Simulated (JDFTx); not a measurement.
Crystal: GaAs.

```
CELL_PARAMETERS angstrom
0.00000 2.82685 2.82685
2.82685 0.00000 2.82685
2.82685 2.82685 0.00000
ATOMIC_POSITIONS crystal
As 0.75000 0.75000 0.75000
Ga 0.00000 0.00000 0.00000
```

```yaml
Program: JDFTx 1.7.0 (patched build)
Task: single point
Functional: PBE
Potentials_or_basis: PseudoDojo-SR-PBE-0.5-standard
Cutoff: 1143 eV
Density_cutoff: 4572 eV
k_mesh: 8 × 8 × 8
Occupations: fermi-dirac, width 0.05 eV
Spin: no spin polarisation
```

On this cell: pressure 3.4 GPa; largest force zero by symmetry; band gap on the k mesh 0.52 eV, direct.

The same run follows on a disturbed copy (atoms moved at random, drawn with an rms of 0.05 Å):

```xyz
2
Lattice="0.0000 2.8268 2.8268 2.8268 0.0000 2.8268 2.8268 2.8268 0.0000" Properties=species:S:1:pos:R:3 pbc="T T T"
As    4.2380    4.2893    4.2337
Ga   -0.0317   -0.0308    0.0536
```

Problem. What changes?

Solution. The energy moves by +24.1 meV/atom; pressure 3.7 GPa; largest force 0.894 eV/Å; band gap on the k mesh 0.20 eV, direct.

Forces in eV/Å, atoms in the order of the input:
```
As  -0.154 -0.714  0.515
Ga   0.154  0.715 -0.515
```

Stress tensor (GPa, compression positive):
```
 3.79 -1.54  2.14
-1.54  3.57  0.48
 2.14  0.48  3.68
```

Caveats: forces may be off by hundredths of an eV/Å (some runs).

A k mesh can miss the band edges.
